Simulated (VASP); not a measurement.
# BaZr2O3: relaxation of cell and atoms with PBE

Crystal: BaZr2O3.

```
CELL_PARAMETERS angstrom
2.39162 1.38080 5.04296
-2.39162 1.38080 5.04296
0.00000 -2.76161 5.04296
ATOMIC_POSITIONS crystal
Ba 0.50000 0.50000 0.50000
Zr 0.89549 0.89549 0.89549
Zr 0.10451 0.10451 0.10451
O 0.50000 0.50000 0.00000
O 0.00000 0.50000 0.50000
O 0.50000 0.00000 0.50000
```

The cell was built by a generator and needn't be a form met in nature.

```yaml
Program: VASP 6.6.1
Task: relaxation of cell and atoms
Functional: PBE
Potentials_or_basis: VASP PAW PBE potentials, release 64 (Ba_sv, Zr_sv, O)
Cutoff: 520 eV
k_mesh: 4 × 4 × 4
Occupations: gaussian, width 0.15 eV
Spin: no spin polarisation
Further_INCAR_settings: PREC = Normal; ALGO = Fast; EDIFF = 0.0001; IBRION = 2; EDIFFG = -0.08; NSW = 24; ISIF = 3
```

The relaxed volume is 16.93 Å³/atom and the relaxed cell is a = 6.156 Å, b = 6.156 Å, c = 6.156 Å, α = 43.84°, β = 43.84°, γ = 43.84°. The space group after relaxing (to 0.05 Å) is R-3m (No. 166), the energy gained by relaxing is 463.0 meV/atom and the ionic steps are 13. The pressure after relaxing is 0.4 GPa and the largest force after relaxing is 0.052 eV/Å. The band gap on the k mesh is none (metal or under the smearing width).

Forces on the atoms (eV/Å):
```
Ba   0.000  0.000  0.000
Zr   0.000  0.000  0.052
Zr   0.000  0.000 -0.052
O    0.000  0.000  0.000
O    0.000  0.000  0.000
O    0.000  0.000  0.000
```

Stress tensor (GPa, compression positive):
```
0.44 0.00 0.00
0.00 0.44 0.00
0.00 0.00 0.25
```

The path:
| step | energy change (eV) | largest force (eV/Å) | pressure (GPa) | volume (Å³) |
| --- | --- | --- | --- | --- |
| 1 | 0.0000 | 3.6505 | -2.98 | 99.92 |
| 2 | -1.7743 | 2.5029 | 0.30 | 95.16 |
| 3 | -1.9014 | 0.7283 | 4.62 | 93.33 |
| 4 | -1.9111 | 1.0490 | 3.70 | 93.66 |
| 5 | -2.1352 | 0.2191 | 0.32 | 98.30 |
| 6 | -2.1659 | 0.4209 | -0.73 | 100.74 |
| 7 | -2.3749 | 0.3027 | -2.99 | 102.47 |
| 8 | -2.5842 | 1.3179 | -5.48 | 105.61 |
| 9 | -2.6997 | 1.0581 | -3.61 | 103.95 |
| 10 | -2.7516 | 0.7887 | -1.56 | 102.44 |
| 11 | -2.7585 | 0.6421 | -0.41 | 101.70 |
| 12 | -2.7762 | 0.2148 | 0.08 | 101.62 |
| 13 | -2.7780 | 0.0522 | 0.37 | 101.59 |

Final structure:
```xyz
6
Lattice="2.2978 1.3267 5.5545 -2.2978 1.3267 5.5545 0.0000 -2.6533 5.5545" Properties=species:S:1:pos:R:3 pbc="T T T"
Ba    0.0000    0.0000    8.3317
Zr    0.0000    0.0000   15.5215
Zr    0.0000    0.0000    1.1419
O     0.0000    1.3267    5.5545
O    -1.1489   -0.6633    5.5545
O     1.1489   -0.6633    5.5545
```

Levels at points of the mesh, in eV from the Fermi level:
```tsv
k point	band 23	band 24	band 25	band 26	band 27	band 28	band 29	band 30
(0.00, 0.00, 0.00)	-1.03	-0.20	-0.20	0.19	0.21	0.21	0.28	0.28
(0.50, 0.00, 0.00)	-2.24	-1.71	-0.79	-0.12	0.11	0.24	1.41	2.10
(0.50, 0.50, 0.00)	-2.19	-1.65	-0.42	0.24	0.71	0.84	1.15	1.31
(0.50, 0.50, 0.50)	-1.03	-1.02	-1.02	-0.63	0.57	0.57	1.50	1.50
```

Run time: 90 s on 2 MPI ranks on Intel(R) Xeon(R) 6975P-C (Granite Rapids), with other jobs on the host, peak memory 0.2 GiB a rank.

Caveat: the k mesh is coarse (spacing up to 0.39 Å⁻¹), so the values aren't converged; the relaxation stopped at a loose force limit of 0.08 eV/Å, so its end isn't a converged minimum. Spin-orbit coupling is left out, which matters for the levels of Ba.
